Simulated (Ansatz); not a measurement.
CsBr: thickness series

The reference is CsBr in the CsCl type structure (space group Pm-3m, No. 221; a = 4.323 Å). Axes: x, y, z lie along the cube axes.

Free-standing slabs (2 atom(s) a layer) normal to [110] with 15 Å of vacuum; in-plane cell held at bulk.

Computed with Kohn–Sham DFT with the r2SCAN functional, run in Ansatz (a quantum-chemistry and plane-wave program) with PAW and 500 eV plane waves, no spin-orbit coupling.

Notes on the quantities. layer's space group: with vacuum; excess energy per area of both faces: slab less bulk energy over the cell's area: twice a surface energy.

```csv
change,band gap,layer's space group,excess energy per area of both faces,shortest interatomic distance
base,5.19 eV,–,–,3.744 Å
1 layer,3.91 eV,Pmmm (No. 47),–,3.744 Å
2 layers,4.69 eV,Pmma (No. 51),0.33 J/m²,3.657 Å
3 layers,4.57 eV,Pmmm (No. 47),0.34 J/m²,3.696 Å
4 layers,4.66 eV,Pmma (No. 51),0.34 J/m²,3.687 Å
5 layers,4.67 eV,Pmmm (No. 47),0.34 J/m²,3.690 Å
6 layers,4.69 eV,Pmma (No. 51),0.34 J/m²,3.689 Å
7 layers,4.70 eV,Pmmm (No. 47),0.34 J/m²,3.689 Å
```

The excess energy carries the mismatch between the slab's and the bulk's meshes. Whether these cells are dynamically stable was not tested.
